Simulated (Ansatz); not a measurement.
**Na: relaxation of cell and atoms**

Level of theory: DFT, PBE, PAW with Ansatz's default frozen-core files, scalar-relativistic (Ansatz 0.2.0).

Command: `ansatz run input.yaml --threads 1 --pin off --max-ram 2048MiB --backend cpu --events-out ev --progress --plain --runs-dir out` The run took 21 s on 1 thread of Arm Neoverse V1 (shared host).

```yaml
crystal:
  lattice:
    - [3.5019388903, 0.0, 0.0]
    - [-1.7509694451, 3.0327680415, 0.0]
    - [0.0, 0.0, 5.6731410023]
  atoms:
    - { symbol: Na, position: [0.3333333333, 0.6666666667, 0.25] }
    - { symbol: Na, position: [0.6666666667, 0.3333333333, 0.75] }
kpoints:
  mp_grid: { grid: [12, 12, 7] }
scf:
  occupations: { method: fermi_dirac, width: 0.08 }
hamiltonian:
  xc: pbe
  pseudopotentials: { kind: paw }
output:
  forces: true
  stress: true
  write_density: true
  write_potential: true
  elf: true
  volumetric_format: npy
relax:
  f_tol: 0.005
  max_steps: 80
  cell: {}
```

The cell is built from the hcp type as a first guess.

The cutoff is 420 eV; energies and pressures of the walk include the program's estimate of the Pulay term.

Each frame lists the cell vectors (Å), then Cartesian positions (Å); symmetry keeps all forces zero. Free energies count from the first step, -2972.7565 eV.

The walk took 8 evaluations in all; steps that aren't listed are left out.

Step 1: E = 0.0 meV, P = 2.36 GPa

```
cell 3.5019 0.0000 0.0000 -1.7510 3.0328 0.0000 0.0000 0.0000 5.6731
Na    0.0000    2.0218    1.4183
Na    1.7510    1.0109    4.2549
```

Step 2: E = -43.0 meV, P = 1.53 GPa

```
cell 3.5691 0.0000 0.0000 -1.7846 3.0909 0.0000 0.0000 0.0000 5.7859
Na    0.0000    2.0606    1.4465
Na    1.7846    1.0303    4.3394
```

Step 3: E = -84.2 meV, P = 0.24 GPa

```
cell 3.7088 0.0000 0.0000 -1.8544 3.2119 0.0000 0.0000 0.0000 6.0210
Na    0.0000    2.1413    1.5053
Na    1.8544    1.0706    4.5158
```

Step 4: E = -85.3 meV, P = -0.11 GPa

```
cell 3.7556 0.0000 0.0000 -1.8778 3.2524 0.0000 0.0000 0.0000 6.1050
Na    0.0000    2.1683    1.5262
Na    1.8778    1.0841    4.5787
```

Step 5: E = -85.6 meV, P = 0.00 GPa

```
cell 3.7406 0.0000 0.0000 -1.8703 3.2394 0.0000 0.0000 0.0000 6.0773
Na    0.0000    2.1596    1.5193
Na    1.8703    1.0798    4.5580
```

Step 6: E = -86.9 meV, P = 0.06 GPa (the cell of the step before, solved again on a basis chosen afresh, hence the jump)

How does the relaxation end?

It converges, with a = 3.749 Å, b = 3.749 Å, c = 6.092 Å, α = 90.00°, β = 90.00°, γ = 120.00° (conventional cell, space group P6_3/mmc). The last solve (on a basis chosen afresh for the final cell, so its energy is not quite comparable) gives E = -87.0 meV, P = 0.01 GPa:
```
cell 3.7486 0.0000 0.0000 -1.8743 3.2464 0.0000 0.0000 0.0000 6.0915
Na    0.0000    2.1642    1.5229
Na    1.8743    1.0821    4.5686
```
